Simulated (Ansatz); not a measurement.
## V in Al(100), 2x2: scattering by a point defect

How strong a scatterer is V in Al(100), 2x2, and does relaxation matter?

Calculated with Ansatz 0.2.0; Ansatz plane-wave DFT, PBE, PAW files, collinear spin; ballistic transport by layer matching (Landauer), zero bias; PAW set soft_1, in the first sound run; inputs show where later runs differ.

## (1) The starting structure

The cell holds 48 atoms: 47 Al and 1 V. Cell: a = 5.725 Å, b = 5.725 Å, c = 24.288 Å, α = 90.0°, β = 90.0°, γ = 90.0°. It derives from Al. Regions: lead, 24 atoms (24 Al); scattering region, 24 atoms (23 Al and 1 V). The structure is stacked along c, and the current runs across the ab planes.

## (2) Transmission at ideal sites

The defect sits in one plane of the supercell, all atoms on ideal sites; the layers about the cell's end are the lead. The mesh across the current, 10×10, is finer than the density's, because channels open and close sharply across the zone. Energies from -0.1 to 0.1 eV in steps of 0.05 eV are too few for the program's thermal sum, so it prints no conductance; for a metal the transmission near the Fermi level serves, at a fraction of the cost.

Contents of input.yaml:

```yaml
crystal:
  lattice:
    - [5.7246940741, 0.0, 0.0]
    - [0.0, 5.7246940741, 0.0]
    - [0.0, 0.0, 24.28782]
  atoms:
    - { symbol: Al, position: [0.0, 0.0, 0.0416666667] }
    - { symbol: Al, position: [0.0, 0.5, 0.0416666667] }
    - { symbol: Al, position: [0.5, 0.0, 0.0416666667] }
    - { symbol: Al, position: [0.5, 0.5, 0.0416666667] }
    - { symbol: Al, position: [0.25, 0.25, 0.125] }
    - { symbol: Al, position: [0.25, 0.75, 0.125] }
    - { symbol: Al, position: [0.75, 0.25, 0.125] }
    - { symbol: Al, position: [0.75, 0.75, 0.125] }
    - { symbol: Al, position: [0.0, 0.0, 0.2083333333] }
    - { symbol: Al, position: [0.0, 0.5, 0.2083333333] }
    - { symbol: Al, position: [0.5, 0.0, 0.2083333333] }
    - { symbol: Al, position: [0.5, 0.5, 0.2083333333] }
    - { symbol: Al, position: [0.25, 0.25, 0.2916666667] }
    - { symbol: Al, position: [0.25, 0.75, 0.2916666667] }
    - { symbol: Al, position: [0.75, 0.25, 0.2916666667] }
    - { symbol: Al, position: [0.75, 0.75, 0.2916666667] }
    - { symbol: Al, position: [0.0, 0.0, 0.375] }
    - { symbol: Al, position: [0.0, 0.5, 0.375] }
    - { symbol: Al, position: [0.5, 0.0, 0.375] }
    - { symbol: Al, position: [0.5, 0.5, 0.375] }
    - { symbol: Al, position: [0.25, 0.25, 0.4583333333] }
    - { symbol: Al, position: [0.25, 0.75, 0.4583333333] }
    - { symbol: Al, position: [0.75, 0.25, 0.4583333333] }
    - { symbol: Al, position: [0.75, 0.75, 0.4583333333] }
    - { symbol: V, position: [0.0, 0.0, 0.5416666667], spin: 1.0 }
    - { symbol: Al, position: [0.0, 0.5, 0.5416666667] }
    - { symbol: Al, position: [0.5, 0.0, 0.5416666667] }
    - { symbol: Al, position: [0.5, 0.5, 0.5416666667] }
    - { symbol: Al, position: [0.25, 0.25, 0.625] }
    - { symbol: Al, position: [0.25, 0.75, 0.625] }
    - { symbol: Al, position: [0.75, 0.25, 0.625] }
    - { symbol: Al, position: [0.75, 0.75, 0.625] }
    - { symbol: Al, position: [0.0, 0.0, 0.7083333333] }
    - { symbol: Al, position: [0.0, 0.5, 0.7083333333] }
    - { symbol: Al, position: [0.5, 0.0, 0.7083333333] }
    - { symbol: Al, position: [0.5, 0.5, 0.7083333333] }
    - { symbol: Al, position: [0.25, 0.25, 0.7916666667] }
    - { symbol: Al, position: [0.25, 0.75, 0.7916666667] }
    - { symbol: Al, position: [0.75, 0.25, 0.7916666667] }
    - { symbol: Al, position: [0.75, 0.75, 0.7916666667] }
    - { symbol: Al, position: [0.0, 0.0, 0.875] }
    - { symbol: Al, position: [0.0, 0.5, 0.875] }
    - { symbol: Al, position: [0.5, 0.0, 0.875] }
    - { symbol: Al, position: [0.5, 0.5, 0.875] }
    - { symbol: Al, position: [0.25, 0.25, 0.9583333333] }
    - { symbol: Al, position: [0.25, 0.75, 0.9583333333] }
    - { symbol: Al, position: [0.75, 0.25, 0.9583333333] }
    - { symbol: Al, position: [0.75, 0.75, 0.9583333333] }
magnetization:
  spin_polarized: true
kpoints:
  mp_grid: { grid: [4, 4, 1] }
hamiltonian:
  xc: pbe
  pseudopotentials: { kind: paw, azcp: { folder: soft_1 } }
scf:
  occupations: { method: fermi_dirac, width: 0.1 }
output:
  transmission: { leads: [[0, 4]], kmesh: [10, 10], e_range: [-0.1, 0.1], de: 0.05 }
  write_potential: true
  write_density: true
  volumetric_format: npy
  elf: true
```

Run with:

```
> ansatz run input.yaml --threads 4 --pin off --max-ram 15360MiB --backend cpu --events-out ev --progress --plain --runs-dir out
```

Numbers of over 12 decimals in the logs are rounded to 6 here.

The program printed:

```text
Engine: ansatz 0.2.0, x86_64-unknown-linux-gnu
Pseudopotentials: kind: paw
Pseudopotential: Al, paw, valence charge 3, recommended cutoff 420 eV (normal), soft_1/Al.paw.azcp
Pseudopotential: V, paw, valence charge 13, recommended cutoff 420 eV (normal), soft_1/V.paw.azcp
Functional definition: PBE
  parameter kappa = 0.804
  parameter beta = 0.066725
  exchange = pbe_x(kappa = kappa, mu = beta*pi^2/3)
  correlation = pbe_c(beta = beta)
Crystal: 48 atoms, lattice volume = 795.963 Å³
Basis set: ecut = 420 eV, 15629 PW (Γ)
Bands: 126, of which v1, the nominal top of the filled ones, is band 77 counted from 1 (76 counted from 0)
Symmetry: 16 space group operations
Space group: P4/mmm (ITA 123), of the structure as read, at distance tolerance 9.3e-5 Å
Magnetic group: BNS 123.339 (UNI 999), of the structure as read, at distance tolerance 9.3e-5 Å
k-points: 6 of 16
Non-local potential: Al, projectors of the file, l = 0: 2, l = 1: 2, l = 2: 1
Non-local potential: V, projectors of the file, l = 0: 3, l = 1: 2, l = 2: 3, l = 3: 1
PAW form: soft (Blöchl's): semilocal exchange-correlation on the pseudo side does not see the compensation charge
PAW one-centre angular grid: Al, 110 points (default); XC on 64 Gauss nodes
PAW one-centre angular grid: V, 590 points (default); XC on 64 Gauss nodes
Initial density: superposition of atomic densities (chi_scale 0.1, normalization cell)
Starting moments: Σ|m| = 1 μB on 1 of 48 sites
Initial wavefunctions: pseudopotential atomic-orbital guess
Functional: x = pbe(κ = 0.804, μ = 0.219515), c = pbe(β = 0.066725)
SCF iter   1: F=—  HF=-28177.389283 eV  |F-HF|=—  |Δ(HF+E_count)|=         —  Δρ=1.47e-2 (↑1.47e-2 ↓1.17e-2)  dr2=4.96e0  dr2_m=2.36e-1  M=0.402 μB ∫|m|=0.548 μB  β_m=0.30  ethr=3.10e-3  ⟨swp⟩=6.2  Hψ=6734  notcnv=0  defer=41
Mixer restart at iter 1: flushing history
preconditioner: auto → Kerker (q_TF=auto, 2.075 Å⁻¹)  [metal: Δε(μ)=0.047 eV  Ē_g=6.553 eV  σ=0.100 eV  W_gap=0.12  n_scr=112 (ndim 8)  ℏωp=15.9 eV  f_vac=0.000  D(μ)=23.60/eV (n_scr^D=148)]
spin=Collinear: Kerker preconditioning applied to the charge; magnetization (m = ρ↑ − ρ↓) channel mixes plain (no charge-response kernel on spin).
SCF iter   2: F=—  HF=-28176.643978 eV  |F-HF|=—  |Δ(HF+E_count)|=   7.45e-1  Δρ=9.51e-3 (↑9.35e-3 ↓9.51e-3)  dr2=3.32e0  dr2_m=3.67e-2  M=0.573 μB ∫|m|=0.783 μB  β_m=0.61  ethr=3.10e-3  ⟨swp⟩=2.0  Hψ=2153  notcnv=0  defer=74
SCF iter   3: F=—  HF=-28175.951824 eV  |F-HF|=—  |Δ(HF+E_count)|=   6.92e-1  Δρ=4.44e-3 (↑4.44e-3 ↓4.31e-3)  dr2=1.03e0  dr2_m=3.04e-3  M=0.767 μB ∫|m|=1.051 μB  β_m=0.81  ethr=2.16e-3  ⟨swp⟩=2.3  Hψ=1949  notcnv=0  defer=138
SCF iter   4: F=—  HF=-28175.608546 eV  |F-HF|=—  |Δ(HF+E_count)|=   3.43e-1  Δρ=3.08e-3 (↑3.08e-3 ↓1.68e-3)  dr2=2.57e-2  dr2_m=4.03e-2  M=1.077 μB ∫|m|=1.484 μB  β_m=0.84  ethr=6.72e-4  ⟨swp⟩=3.2  Hψ=2577  notcnv=0  defer=143
SCF iter   5: F=—  HF=-28175.600167 eV  |F-HF|=—  |Δ(HF+E_count)|=   8.38e-3  Δρ=1.25e-3 (↑3.43e-4 ↓1.25e-3)  dr2=5.95e-2  dr2_m=1.68e-3  M=1.095 μB ∫|m|=1.528 μB  β_m=0.92  ethr=1.67e-5  ⟨swp⟩=2.1  Hψ=2745  notcnv=0  defer=145
SCF iter   6: F=—  HF=-28175.607387 eV  |F-HF|=—  |Δ(HF+E_count)|=   7.22e-3  Δρ=1.11e-3 (↑1.11e-3 ↓6.56e-4)  dr2=2.92e-3  dr2_m=5.61e-3  M=1.176 μB ∫|m|=1.651 μB  β_m=0.96  ethr=1.67e-5  ⟨swp⟩=2.1  Hψ=2561  notcnv=0  defer=143
SCF iter   7: F=—  HF=-28175.609031 eV  |F-HF|=—  |Δ(HF+E_count)|=   1.64e-3  Δρ=1.49e-3 (↑1.49e-3 ↓2.81e-4)  dr2=2.35e-2  dr2_m=5.62e-3  M=1.231 μB ∫|m|=1.740 μB  β_m=0.98  ethr=1.89e-6  ⟨swp⟩=2.2  Hψ=2507  notcnv=0  defer=143  recentre
SCF iter   8: F=—  HF=-28175.606413 eV  |F-HF|=—  |Δ(HF+E_count)|=   2.62e-3  Δρ=4.24e-4 (↑4.24e-4 ↓7.47e-5)  dr2=1.76e-3  dr2_m=4.43e-4  M=1.240 μB ∫|m|=1.762 μB  β_m=0.96  ethr=1.89e-6  ⟨swp⟩=2.1  Hψ=2538  notcnv=0  defer=143
SCF iter   9: F=—  HF=-28175.606250 eV  |F-HF|=—  |Δ(HF+E_count)|=   1.62e-4  Δρ=4.36e-5 (↑4.36e-5 ↓6.69e-6)  dr2=4.10e-5  dr2_m=3.23e-6  M=1.249 μB ∫|m|=1.781 μB  β_m=0.98  ethr=1.14e-6  ⟨swp⟩=2.0  Hψ=2455  notcnv=0  defer=143
SCF iter  10: F=—  HF=-28175.606248 eV  |F-HF|=—  |Δ(HF+E_count)|=   1.78e-6  Δρ=7.81e-6 (↑1.71e-6 ↓7.81e-6)  dr2=2.06e-6  dr2_m=1.32e-7  M=1.250 μB ∫|m|=1.782 μB  β_m=0.99  ethr=2.66e-8  ⟨swp⟩=2.1  Hψ=1840  notcnv=0  defer=143
SCF iter  11: F=—  HF=-28175.606249 eV  |F-HF|=—  |Δ(HF+E_count)|=   3.80e-7  Δρ=2.02e-6 (↑5.17e-7 ↓2.02e-6)  dr2=9.73e-8  dr2_m=9.56e-9  M=1.251 μB ∫|m|=1.784 μB  β_m=1.00  ethr=1.33e-9  ⟨swp⟩=1.8  Hψ=1839  notcnv=0  defer=143
SCF iter  12: F=—  HF=-28175.606249 eV  |F-HF|=—  |Δ(HF+E_count)|=   1.96e-8  Δρ=3.78e-7 (↑3.78e-7 ↓1.25e-7)  dr2=2.24e-9  dr2_m=4.22e-10  M=1.251 μB ∫|m|=1.784 μB  β_m=1.00  ethr=6.32e-11  ⟨swp⟩=2.3  Hψ=2285  notcnv=0  defer=143
SCF iter  13: F=-28175.606249 eV  HF=-28175.606249 eV  |F-HF|=3.99e-8  |Δ(HF+E_count)|=   1.23e-9  Δρ=8.57e-7 (↑8.57e-7 ↓4.03e-7)  dr2=4.09e-8  dr2_m=3.82e-10  M=1.251 μB ∫|m|=1.784 μB  ethr=1.46e-12  ⟨swp⟩=15.2  Hψ=6036  notcnv=0
SCF 1 converged in 13 iterations: F = -28175.606249 eV  dr2 = 4.09e-8
  greatest PAW one-centre occupation: 0.999 electrons in one spin orbital (limit 2), on the V atom at site 24 (counted from 0), in its partial waves of l = 0
transmission: 138 of 1302 steps passed
transmission: 262 of 1302 steps passed
[...]
transmission: 1302 of 1302 steps passed
Initial density: read from a saved state, or passed on in memory by an earlier SCF of this step, an earlier step, the calling program or the single point that the run made first
Starting moments: Σ|m| = 1 μB on 1 of 48 sites; this step starts from the density that it was given
Initial wavefunctions: those read from a saved state, or passed on in memory by an earlier step or the calling program
iter 1 solved again at ethr=2.65e-11 eV; its pass at ethr=6.49e-7 eV (dr2=4.09e-8 eV) is discarded
SCF iter   1: F=—  HF=-28175.606249 eV  |F-HF|=—  |Δ(HF+E_count)|=         —  Δρ=8.57e-7 (↑8.57e-7 ↓4.02e-7)  dr2=4.09e-8  dr2_m=3.83e-10  M=1.251 μB ∫|m|=1.784 μB  ethr=2.65e-11  ⟨swp⟩=1.0  Hψ=6027  notcnv=0
preconditioner: auto → Kerker (q_TF=auto, 2.075 Å⁻¹)  [metal: Δε(μ)=0.014 eV  Ē_g=6.536 eV  σ=0.100 eV  W_gap=0.04  n_scr=112 (ndim 8)  ℏωp=15.9 eV  f_vac=0.000  D(μ)=23.11/eV (n_scr^D=148)]
spin=Collinear: Kerker preconditioning applied to the charge; magnetization (m = ρ↑ − ρ↓) channel mixes plain (no charge-response kernel on spin).
SCF iter   2: F=—  HF=-28175.736544 eV  |F-HF|=—  |Δ(HF+E_count)|=   1.30e-1  Δρ=1.78e-3 (↑1.64e-3 ↓1.78e-3)  dr2=9.10e0  dr2_m=4.57e-3  M=0.810 μB ∫|m|=1.104 μB  ethr=6.49e-7  ⟨swp⟩=1.0  Hψ=6536  notcnv=0
SCF iter   3: F=—  HF=-28175.606507 eV  |F-HF|=—  |Δ(HF+E_count)|=   1.30e-1  Δρ=7.06e-4 (↑7.06e-4 ↓1.10e-4)  dr2=1.11e-2  dr2_m=6.94e-4  M=1.271 μB ∫|m|=1.818 μB  ethr=6.49e-7  ⟨swp⟩=1.0  Hψ=4528  notcnv=0
an SCF towards the filling of the open d shells in which the orbitals that avoid the neighbouring atoms hold both spins ahead of the others, with the run's symmetry operations kept, reached no lower state that the run goes on to. This is no proof of a minimum
SCF converged after 13 iterations
Magnetization: 1.2511 μB (77.6255 up, 76.3745 down)
Absolute magnetization: 1.7883 μB (∫|ρ↑−ρ↓|, with the PAW one-centre terms)
Spin contamination: 0.3960 ħ² per cell (⟨S²⟩ above its minimum at these occupations)
Per-site moments (μB) at R_I (Å): [(-0.000751812, 1.180718), (-1.5721281731525307e-5, 1.180718), (-1.5721281731530436e-5, 1.180718), (0.00207548, 1.180718), (-0.000340154, 1.180718), (-0.000340154, 1.180718), (-0.000340154, 1.180718), (-0.000340154, 1.180718), (-1.202223759760921e-5, 1.180718), (-0.00285016, 1.180718), (-0.00285016, 1.180718), (-0.000627373, 1.180718), (0.000731238, 1.180718), (0.000731238, 1.180718) [...]
Free energy (F): -28175.606249 eV
Harris-Foulkes:  -28175.606249 eV  (|F-HF|=3.99e-8)
Internal energy: -28174.854340 eV  (E = F + TS)
E sigma→0 (E₀):  -28175.230295 eV
Entropy (-TS):   -0.751908 eV (-15.665 meV/atom)
Fermi energy:    7.904221 eV
--- Per-component energies (eV) ---
  E_band       = 245.695505
  E_kinetic    = 1347.387936
  E_local      = -2354.312608  (includes V_loc(G=0)·N_el)
  E_nonlocal   = 551.650414
  E_hartree    = 1295.269287
  E_xc         = -1882.718220
  E_vxc        = -1511.716340  (∫ρ·V_xc dr)
  E_paw        = -23188.237585  (= ΣΔE_a)
  E_vpaw       = -377.838959  (= ΣTr[D̂ρ^β])
  E_aug_tail   = 0.000872  (compensation charges beyond the density's cutoff)
  E_ewald      = -3943.894437
  E_smearing   = -0.751908  (= −TS)
  E_closure    = -0.000000  (closes the sum)
  Σ components = -28175.606249   (vs F -28175.606249, Δ=0.00e0)
--- Band table (eV; the first three rows and the last of 12) ---
  k-point 0 ↑: bands = [... 73 lower, 7.1726, 7.2143, 7.2143, 7.2434, 7.2434, 7.3121, 7.3361, 7.3421, ... 45 higher]
  k-point 1 ↑: bands = [... 73 lower, 7.5383, 7.5724, 7.6076, 7.6284, 7.7751, 7.8183, 7.9144, 8.2913, ... 45 higher]
  k-point 2 ↑: bands = [... 73 lower, 7.5911, 7.5979, 7.6663, 7.6765, 7.8285, 7.9318, 8.1984, 8.3329, ... 45 higher]
  k-point 5 ↓: bands = [... 73 lower, 8.1478, 8.3733, 8.3926, 8.3926, 8.5779, 8.5779, 8.6427, 8.8094, ... 45 higher]
--- Transmission ---
  basis      : 293 plane waves across, 31 finite elements along
  points     : 21, standing for a mesh of 10 x 10
  energies   : 5 from -0.100000 to 0.100000 eV about the Fermi level, 0.050000 eV apart; the leads are filled to 0.000000 eV, and channels, transmission and decay are at 0.000000 eV
  crystal 0  : Al4, at the sites [0, 4], period 2.0240 Å, over 22.26 Å; its Hamiltonian steps by up to 13.1 meV
    offset         : up to 0.0000 Å between an atom of the period and one for which it stands
    channels       : 6.130000e0 up, 6.130000e0 down
    conductance    : none, the energies end too early or step too widely for 300 K: set another output.transmission.e_range or a lower de, or, where they end at an eighth of basis.ecutwfc, a higher one
  junction   : crystal 0 to crystal 0, 1.33 to 23.59 Å
    transmission   : 3.428256e0 up, 4.087489e0 down
    conductance    : none, the energies end too early or step too widely for 300 K: set another output.transmission.e_range or a lower de, or, where they end at an eighth of basis.ecutwfc, a higher one
```

Wall time 5.7 min (4 threads of Intel Xeon Platinum 8488C (Sapphire Rapids), shared host); peak memory 4 GiB.

This step gave:

```
free energy                  : -28175.6062 eV
energy at zero smearing      : -28175.2303 eV
Fermi energy                 : 7.904 eV
magnetization                : 1.251 μB
absolute magnetization       : 1.788 μB
cell area                    : 32.77 Å²
transmission, spin up        : 3.428
transmission, spin down      : 4.087
open channels, spin up       : 6.13
open channels, spin down     : 6.13
step of the lead's potential : 13.1 meV
```

Per spin. Transmission, zone mean against energy, zero at the Fermi level:

```csv
energy (eV),T up,T down
-0.1000,3.33,4.23
-0.0500,3.38,4.19
0.0000,3.43,4.09
0.0500,3.60,4.26
0.1000,3.67,4.25
```

Per spin. The open channels, zone mean, lead up = lead down by energy, zero at the Fermi level:

```csv
energy (eV),"open channels, zone mean, lead up = lead down"
-0.1000,6.21
-0.0500,6.29
0.0000,6.13
0.0500,6.37
0.1000,6.45
```

Transmission over k1 and k2. At 0.0000 eV from the Fermi level, spin up.

Ten even steps from '_' (2.49) to '@' (5.26):
```
____..::::..::::..__
--..::::------::::..
%%::::++..**..++::::
**::--..%%::%%..--::
++..--**::@@::**--..
**::--..%%::%%..--::
%%::::++..**..++::::
--..::::------::::..
____..::::..::::..__
..__--%%**++**%%--__
```
Columns: k1 (b1) from -0.5 to 0.4; rows upwards: k2 (b2) from -0.5 to 0.4.

Open channels over k1 and k2. At 0.0000 eV from the Fermi level, spin up.

Ten even steps from '_' (4.00) to '@' (9.00):
```
__==__==========__==
==__==**======**==__
%%==**==::%%::==**==
%%====::@@::@@::====
%%====%%::@@::%%====
%%====::@@::@@::====
%%==**==::%%::==**==
==__==**======**==__
__==__==========__==
____==%%%%%%%%%%==__
```
Columns: k1 (b1) from -0.5 to 0.4; rows upwards: k2 (b2) from -0.5 to 0.4.

Transmission over k1 and k2. At 0.0000 eV from the Fermi level, spin down.

Values, 10 rows by 10 columns:
```
3.01 2.98 3.00 3.81 3.85 3.81 3.85 3.81 3.00 2.98
3.91 3.00 4.40 4.57 4.05 4.58 4.05 4.57 4.40 3.00
5.28 3.81 4.57 4.87 3.52 4.74 3.52 4.87 4.57 3.81
5.32 3.85 4.05 3.52 5.65 3.57 5.65 3.52 4.05 3.85
5.31 3.81 4.58 4.74 3.57 5.97 3.57 4.74 4.58 3.81
5.32 3.85 4.05 3.52 5.65 3.57 5.65 3.52 4.05 3.85
5.28 3.81 4.57 4.87 3.52 4.74 3.52 4.87 4.57 3.81
3.91 3.00 4.40 4.57 4.05 4.58 4.05 4.57 4.40 3.00
3.01 2.98 3.00 3.81 3.85 3.81 3.85 3.81 3.00 2.98
1.39 3.01 3.91 5.28 5.32 5.31 5.32 5.28 3.91 3.01
```
Columns: k1 (b1) from -0.5 to 0.4; rows upwards: k2 (b2) from -0.5 to 0.4.

Open channels over k1 and k2. At 0.0000 eV from the Fermi level, spin down.

Ten even steps from '0' (4.00) to '9' (9.00):
```
0404444404
4046444640
8464282464
8442929244
8448292844
8442929244
8464282464
4046444640
0404444404
0048888840
```
Columns: k1 (b1) from -0.5 to 0.4; rows upwards: k2 (b2) from -0.5 to 0.4.

Spin density in the ca plane at fractional y = 0.000, with atoms of Al and V within 0.2 Å of it.

Ten even steps from '0' (0.0 e/Å³) to '9' (1.2 e/Å³), each cell a mean:
```
00000000000000000000000147310000000000000000
00000000000000000000000011000000000000000000
00000000000000000000000000000000000000000000
00000000000000000000000000000000000000000000
00000000000000000000000000000000000000000000
00000000000000000000000000000000000000000000
00000000000000000000000000000000000000000000
00000000000000000000000000000000000000000000
00000000000000000000000000000000000000000000
00000000000000000000000000000000000000000000
00000000000000000000000000000000000000000000
00000000000000000000000000000000000000000000
00000000000000000000000000000000000000000000
00000000000000000000000123100000000000000000
00000000000000000000000279510000000000000000
```
Columns run along c (16.0 Å, from fractional 0.17 to 0.83 of the cell), rows up along a (5.7 Å). Atoms in or near the plane, at fractional coordinates: Al at (0.21, 0.00), Al at (0.21, 0.50), Al at (0.38, 0.00), Al at (0.38, 0.50), V at (0.54, 0.00), Al at (0.54, 0.50), Al at (0.71, 0.00), Al at (0.71, 0.50).

ELF in the ca plane at fractional y = 0.000, with atoms of Al and V within 0.2 Å of it. It is the smooth field of the valence electrons, not physical close to the nuclei.

Values, 8 rows by 16 columns, each cell a mean:
```
0.41 0.29 0.45 0.37 0.42 0.28 0.43 0.35 0.34 0.51 0.28 0.37 0.41 0.27 0.47 0.35
0.61 0.61 0.57 0.57 0.60 0.63 0.55 0.58 0.37 0.29 0.54 0.55 0.61 0.61 0.58 0.56
0.60 0.58 0.56 0.53 0.59 0.59 0.53 0.51 0.64 0.62 0.58 0.48 0.61 0.58 0.56 0.52
0.33 0.25 0.42 0.32 0.34 0.24 0.42 0.29 0.32 0.23 0.38 0.31 0.35 0.23 0.43 0.31
0.41 0.29 0.45 0.36 0.42 0.29 0.45 0.34 0.42 0.30 0.43 0.34 0.43 0.28 0.46 0.35
0.61 0.62 0.58 0.57 0.60 0.63 0.55 0.56 0.62 0.60 0.60 0.53 0.62 0.62 0.58 0.57
0.60 0.58 0.55 0.53 0.59 0.59 0.53 0.54 0.29 0.25 0.47 0.51 0.60 0.57 0.56 0.52
0.33 0.26 0.41 0.32 0.34 0.24 0.39 0.30 0.40 0.60 0.24 0.33 0.32 0.24 0.43 0.30
```
Columns run along c (16.0 Å, from fractional 0.17 to 0.83 of the cell), rows up along a (5.7 Å). Atoms in or near the plane, at fractional coordinates: Al at (0.21, 0.00), Al at (0.21, 0.50), Al at (0.38, 0.00), Al at (0.38, 0.50), V at (0.54, 0.00), Al at (0.54, 0.50), Al at (0.71, 0.00), Al at (0.71, 0.50).

Valence density in the ca plane at fractional y = 0.000, with atoms of Al and V within 0.2 Å of it. It is the smooth field of the valence electrons, not physical close to the nuclei.

Ten steps, logarithmic in the rise over the least value, from '0' (0 e/Å³) to '9' (15 e/Å³), each cell a mean:
```
11000110001110001100012589741100111000110001
11111111111111111111111356421111111111111111
11111111111111111111111122111111111111111111
11111111111111111111111111111111111111111111
11111111111111111111111111111111111111111111
11111111111111111110111111111101111111111111
11000110001110001100011100011000111000110001
10000110001110001100001100011000111000110000
11001111001110011110011100111000111001111001
11111111111111111111111111111111111111111111
11111111111111111111111111111111111111111111
11111111111111111111111111111111111111111111
11111111111111111111111234311111111111111111
11001110001110011100111478631100111001111001
10000110001110001100012699841000011000110000
```
Columns run along c (16.0 Å, from fractional 0.17 to 0.83 of the cell), rows up along a (5.7 Å). Atoms in or near the plane, at fractional coordinates: Al at (0.21, 0.00), Al at (0.21, 0.50), Al at (0.38, 0.00), Al at (0.38, 0.50), V at (0.54, 0.00), Al at (0.54, 0.50), Al at (0.71, 0.00), Al at (0.71, 0.50).

Nearest the Fermi level spin up passes 3.43 of 6.13 channels of the lower lead and spin down 4.09 of 6.13.

(Part 1 of 3 ends here.)

[Logs are printed without paths, hosts, clocks, repeated set-up lines and the standing remarks that a program may print on its own settings, such as how far it seeks lower states.]

[Hosts, paths, dates, database ids (printed as entryN), source tags and the programs' standing remarks are cut or masked in the printed files.]
